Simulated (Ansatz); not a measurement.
A run of Ansatz 0.2.0:

The input input.yaml:

```yaml
crystal:
  lattice:
    - [5.0690738885, 0.0, 0.0]
    - [-2.5345369442, 4.3899467611, 0.0]
    - [0.0, 0.0, 8.55848854]
  atoms:
    - { symbol: Si, position: [0.338477, 0.669353, 0.43552] }
    - { symbol: Si, position: [0.341846, 0.678157, 0.062931] }
    - { symbol: Si, position: [0.66136, 0.32593, 0.559467] }
    - { symbol: Si, position: [0.656044, 0.327225, 0.932995] }
    - { symbol: O, position: [0.406988, -0.004535, -0.001264] }
    - { symbol: O, position: [0.342936, 0.678032, 0.252789] }
    - { symbol: O, position: [0.664495, 0.326899, 0.754205] }
    - { symbol: O, position: [0.007453, 0.585744, 0.504209] }
    - { symbol: O, position: [0.576504, 0.584635, 0.000523] }
    - { symbol: O, position: [0.574599, -0.005829, 0.497238] }
    - { symbol: O, position: [0.422423, 0.429183, 0.494606] }
    - { symbol: O, position: [-0.003182, 0.416853, 0.00328] }
kpoints:
  mp_grid: { grid: [6, 6, 3] }
scf:
  occupations: { method: fermi_dirac, width: 0.05 }
hamiltonian:
  xc: pbe
  pseudopotentials: { kind: all_electron, lapw: { basis_error: 0.001 } }
output:
  forces: true
  stress: true
  eigenvalues: true
  populations: true
```

Potentials or basis: all-electron LAPW, scalar-relativistic.

The run is started by

```console
$ ansatz run input.yaml --threads 8 --pin off --max-ram 24576MiB --backend cpu --events-out ev --progress --plain --runs-dir out
```

Hardware: 8 threads of Intel(R) Xeon(R) 6975P-C (Granite Rapids), on a shared host.

Problem. How long does it take, and how much memory?

Solution. Run time: 2.1 min on 8 threads of Intel(R) Xeon(R) 6975P-C (Granite Rapids) (shared host), peak memory 3.6 GiB. Counts: scf iterations 11, plane waves 6641, k points 56, bands 68.
